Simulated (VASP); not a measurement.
## From an Ansatz input to VASP: CdS (strained zincblende)

Ansatz input

```yaml
crystal:
  lattice:
    - [0.0, 2.93921484, 2.93921484]
    - [3.104986557, 0.0, 2.93921484]
    - [3.104986557, 2.93921484, 0.0]
  atoms:
    - { symbol: Cd, position: [0.0, 0.0, 0.0] }
    - { symbol: S, position: [0.25, 0.25, 0.25] }
kpoints:
  mp_grid: { grid: [8, 8, 8] }
  band_path:
    path:
      - [0.0, 0.0, 0.0]
      - [-0.5, -0.5, 0.0]
      - [-0.375, -0.375, 0.25]
      - [-0.375, 0.0, 0.375]
      - [0.0, 0.0, 0.5]
      - [-0.5, -0.25, 0.25]
    npoints: 1
hamiltonian:
  xc: r2scan
scf:
  occupations: { method: fixed }
  n_extra_bands: 4
output:
  forces: true
  stress: true
  eigenvalues: true
```

Problem. Which VASP files do the same job?

Solution. 

INCAR

```
ALGO = Normal
NSW = 0
LASPH = .TRUE.
PREC = Accurate
EDIFF = 1E-7
METAGGA = R2SCAN
SIGMA = 0.01
ISIF = 2
LWAVE = .FALSE.
ENCUT = 520
NBANDS = 16
LCHARG = .FALSE.
LREAL = .FALSE.
NELM = 120
ISMEAR = 0
IBRION = -1
```

KPOINTS

```
KPOINTS created by Atomic Simulation Environment
0
Gamma
8 8 8
0 0 0
```

KPOINTS_OPT

```
special points
6
Reciprocal
0.0000000000 0.0000000000 0.0000000000 1
-0.5000000000 -0.5000000000 0.0000000000 1
-0.3750000000 -0.3750000000 0.2500000000 1
-0.3750000000 0.0000000000 0.3750000000 1
0.0000000000 0.0000000000 0.5000000000 1
-0.5000000000 -0.2500000000 0.2500000000 1
```

POSCAR

```
Cd S
 1.0000000000000000
     0.0000000000000000    2.9392148400000000    2.9392148400000000
     3.1049865570000001    0.0000000000000000    2.9392148400000000
     3.1049865570000001    2.9392148400000000    0.0000000000000000
 Cd  S
   1   1
Cartesian
  0.0000000000000000  0.0000000000000000  0.0000000000000000
  1.5524932784999999  1.4696074199999998  1.4696074199999998
```

VASP ran with the recommended PBE PAW datasets (18 valence electrons in the cell). Other inputs would serve too.

|  | Ansatz | VASP |
| --- | --- | --- |
| gap between bands v and c | 1.35 eV | 1.34 eV |
| least direct gap | 1.35 eV | 1.34 eV |
| pressure | -3.0 GPa | -2.8 GPa |

Datasets and cutoffs are each program's own. VASP's cell holds 18 valence electrons and Ansatz's 26. Ansatz's stress includes a Pulay correction; VASP's doesn't.
